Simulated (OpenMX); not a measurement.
**Bi in OpenMX: the effect of biaxial strain**

The system is Bi.

```xyz
2
Lattice="3.1088 0.0000 0.0000 0.0000 3.0928 0.0000 -0.0772 0.0000 6.4439" Properties=species:S:1:pos:R:3 pbc="T T T"
Bi    1.6341    0.0000    4.8302
Bi    1.3975    0.0000    1.6137
```

This isn't the form of Bi at room conditions, which is rhombohedral.

Alike in all runs:

- Program: OpenMX 3.8.5
- Task: single point
- Functional: PBE
- Potentials or basis: OpenMX 2013 PBE set, Bi8.0-s3p2d2f1, grid cutoff 500 Ry
- k mesh: 7 × 7 × 3
- Occupations: fermi-dirac, width 0.05 eV
- Spin: no spin polarisation

| biaxial strain | pressure (GPa) | largest force (eV/Å) |
| --- | --- | --- |
| -4 % | 9.5 | 0.02 |
| -2 % | 6.0 | 0.03 |
| 0 % | 3.2 | 0.04 |
| 2 % | 1.0 | 0.04 |
| 4 % | ? | ? |

Task: What does the run with biaxial strain 4 % give?

Result: Pressure -0.7 GPa; largest force 0.05 eV/Å.

Worked out: A parabola through the other rows of the pressure, of slope -0.603 GPa per % there, extrapolates to -0.5 GPa, against the run's -0.7. A straight line through the other rows of the largest force, of slope 0.0035 eV/Å per %, extrapolates to 0.05 eV/Å, against the run's 0.05.

Caveats: the basis of atomic orbitals isn't converged, which shifts pressures, moduli and gaps.
